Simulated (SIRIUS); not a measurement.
# Lu in SIRIUS: convergence with wave cutoff

The system is Lu.

```
Lu
1.0
     3.50310    0.00000    0.00000
    -1.75155    3.03377    0.00000
     0.00000    0.00000    5.55090
Lu
2
Direct
  0.66295 0.34036 0.75285
  0.32545 0.68094 0.26202
```

The cell isn't the ideal one: atoms moved at random, drawn with an rms of 0.15 Å.

* Program: SIRIUS 7.12.0
* Task: single point
* Functional: PBE
* Potentials or basis: PseudoDojo 0.4 PBE 3+ lanthanides (scalar relativistic)
* Cutoff: 157 eV
* Density cutoff: 629 eV
* k mesh: 5 × 5 × 3
* Occupations: gaussian, width 0.05 eV
* Spin: no spin polarisation

These are the settings of the first run; the series varies wave cutoff, with any setting tied to it.

Hardware: 1 thread of AMD EPYC 7R43 64-Core Processor (Zen 3), with other jobs on the host.

**Question.** The values tried are 157.3 eV, 226.5 eV, 308.3 eV, 402.6 eV, 509.6 eV, 629.1 eV, 832 eV, 1063.2 eV, loosest first. From which on does the largest force stay within 0.005 eV/Å of the tightest run that finished?

**Answer.** From 308.3 eV on.

```
wave cutoff  energy less the tightest run, at zero smearing (meV/atom)  pressure (GPa)  largest force (eV/Å)  SCF cycles  CPU time (s)  peak memory (GiB)
   157.3 eV                                                    7442.21         -107.40                 0.270          13             6               0.17
   226.5 eV                                                    2446.79          -14.48                 0.259          12           6.3               0.18
   308.3 eV                                                    1560.95          -11.73                 0.246          14           9.3               0.18
   402.6 eV                                                     698.93          -11.62                 0.244          15            13               0.19
   509.6 eV                                                     177.77           -5.56                 0.243          15            22                0.2
   629.1 eV                                                      20.80           -1.57                 0.245          15            21               0.24
     832 eV                                                       0.26           -0.58                 0.245          14            34               0.33
  1063.2 eV                                                       0.00           -0.57                 0.245          14            52               0.44
```

Against the tightest run, the energy stays within 1 meV/atom from 832 eV on; the pressure stays within 0.1 GPa from 832 eV on. The tightest run that finished is the yardstick and may itself not be fully converged.

Caveat, for the tightest run too: the k mesh is coarse (spacing up to 0.41 Å⁻¹), so the values aren't converged. The run has no spin-orbit coupling, so splittings on Lu are missing.
